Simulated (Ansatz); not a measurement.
# Hf3N4: the band gap up the ladder of functionals

An exercise on one series of results from a longer session: the logs are not shown, and one member is left open.

Code: Ansatz 0.2.0. PAW datasets, plane waves. (Simulation; spin polarisation is off.)

## Starting point

The cell was relaxed beforehand with r2SCAN.

It is cubic, I-43d (No. 220); a = 6.707 Å in the conventional setting, 10.78 Å³ an atom. Near Hf stand 8 N at 2.19–2.46 Å; near N stand 6 Hf at 2.19–2.46 Å.

Structure file:

```
Hf N
1.0
    -3.35372    3.35372    3.35372
     3.35372   -3.35372    3.35372
     3.35372    3.35372   -3.35372
Hf N
6 8
Direct
  0.87500 0.25000 0.12500
  0.12500 0.87500 0.25000
  0.37500 0.62500 0.75000
  0.25000 0.12500 0.87500
  0.75000 0.37500 0.62500
  0.62500 0.75000 0.37500
  0.50000 0.00000 0.62973
  0.12973 0.50000 0.00000
  0.37027 0.37027 0.37027
  0.00000 0.12973 0.50000
  0.87027 0.87027 0.87027
  0.00000 0.62973 0.50000
  0.50000 0.00000 0.12973
  0.62973 0.50000 0.00000
```

Set-up of the first run:

The input, input.yaml:

```yaml
crystal:
  lattice:
    - [-3.3537216033, 3.3537216033, 3.3537216033]
    - [3.3537216033, -3.3537216033, 3.3537216033]
    - [3.3537216033, 3.3537216033, -3.3537216033]
  atoms:
    - { symbol: Hf, position: [0.875, 0.25, 0.125] }
    - { symbol: Hf, position: [0.125, 0.875, 0.25] }
    - { symbol: Hf, position: [0.375, 0.625, 0.75] }
    - { symbol: Hf, position: [0.25, 0.125, 0.875] }
    - { symbol: Hf, position: [0.75, 0.375, 0.625] }
    - { symbol: Hf, position: [0.625, 0.75, 0.375] }
    - { symbol: "N", position: [0.5, 0.0, 0.6297269008] }
    - { symbol: "N", position: [0.1297269008, 0.5, 0.0] }
    - { symbol: "N", position: [0.3702730992, 0.3702730992, 0.3702730992] }
    - { symbol: "N", position: [0.0, 0.1297269008, 0.5] }
    - { symbol: "N", position: [0.8702730992, 0.8702730992, 0.8702730992] }
    - { symbol: "N", position: [0.0, 0.6297269008, 0.5] }
    - { symbol: "N", position: [0.5, 0.0, 0.1297269008] }
    - { symbol: "N", position: [0.6297269008, 0.5, 0.0] }
kpoints:
  mp_grid: { grid: [6, 6, 6] }
  band_path:
    path:
      - [[0.0, 0.0, 0.0], [0.5, -0.5, 0.5], [9.824039709814e-18, -9.824039709814e-18, 0.5], [0.0, 0.0, 0.0], [0.25, 0.25, 0.25], [0.5, -0.5, 0.5]]
      - [[0.25, 0.25, 0.25], [9.824039709814e-18, -9.824039709814e-18, 0.5]]
    npoints: 10
hamiltonian:
  xc: pbe
scf:
  occupations: { method: fermi_dirac, width: 0.02 }
  n_extra_bands: 7
output:
  forces: true
  stress: true
  eigenvalues: true
```

Steps of the session up to this table: PBE bands along the symmetry lines; Single point with r2SCAN; HSE06; Single point with PBE+SOC; PBE0.

One of the session's tables, all rows but one given; the rest of the session is left out.

```
  level  gap (eV)
    PBE      1.01
 r2SCAN      1.36
  HSE06      1.95
PBE+SOC         ?
   PBE0      2.64
```

Estimate the missing values for PBE+SOC.

The run gave: gap (eV): 0.91. In the column «gap (eV)» it is the lowest.

Meshes: PBE 6×6×6, r2SCAN 6×6×6, HSE06 4×4×4, PBE+SOC 6×6×6, PBE0 4×4×4

The gap runs from 0.91 eV (PBE+SOC) to 2.64 eV (PBE0). Against HSE06, PBE is short by 0.94 eV, at 52 % of it, and r2SCAN 70 %. PBE0 lies 0.70 eV above HSE06, which differs from it by screening the long-range exchange.

To keep in mind: Warnings in the runs' records: stress scf threshold loose, stress exchange threshold loose.
